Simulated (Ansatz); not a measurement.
Runs of Ansatz 0.2.0 on CdSe (Cadmoselite). Symmetry: P6_3mc, No. 186, hexagonal system. Conventional cell: a = 4.300 Å, b = 4.300 Å, c = 7.020 Å, α = 90.00°, β = 90.00°, γ = 120.00°. Cd (site symmetry 3m) is surrounded by 4 Se at 2.61 to 2.70 Å. Se (site symmetry 3m) has 4 Cd at 2.61 to 2.70 Å as nearest neighbours. 

```csv
task,level,potentials or basis,spin,k mesh,cutoff (eV),smearing,basis error allowed,mesh quality,gap on the mesh (eV),pressure (GPa),moment (μB),largest force (eV/Å)
single point,PBE,"all-electron LAPW, scalar-relativistic",off,3 × 3 × 2,245,fermi-dirac 0.03 eV,0.003 eV/atom,coarse,0.68,3.4,-,0.34
atomic charges,PBE-LYP,"all-electron LAPW, scalar-relativistic","collinear, random start",7 × 7 × 4,279,methfessel-paxton 0.1 eV,0.001 eV/atom,not flagged,0.63,(a),0.00,0.31
atomic charges,PBEsol+D4,"all-electron LAPW, scalar-relativistic","collinear, ferromagnetic start",7 × 7 × 4,257,fermi-dirac 0.05 eV,0.002 eV/atom,not flagged,0.58,(b),0.00,0.27
single point,PBE,"all-electron LAPW, scalar-relativistic",off,4 × 4 × 2,245,fermi-dirac 0.03 eV,0.003 eV/atom,coarse,0.70,3.1,-,0.30
single point,PBE,"all-electron LAPW, scalar-relativistic",off,4 × 4 × 2,257,fermi-dirac 0.02 eV,0.002 eV/atom,coarse,0.70,3.1,-,0.30
single point,PBE,"all-electron LAPW, scalar-relativistic",off,3 × 3 × 2,245,fermi-dirac 0.04 eV,0.003 eV/atom,coarse,0.68,3.4,-,0.34
dielectric tensor,revPBE+D3(BJ)+ATM,all-electron PAW datasets made for the crystal,off,-,270,fixed,-,not flagged,0.83,-,-,-
```

Alike in all rows: cell as given.

Problem. Estimate the missing entries.

Solution. (a) 6.0; (b) -0.9.

Caveats: some runs use coarse meshes; an odd mesh through Γ misses points on the zone boundary, where band edges often lie (some runs).

A k mesh can miss the band edges, and the runs leave out spin-orbit coupling on Cd, Se.

Not every run made on this cell is shown here.
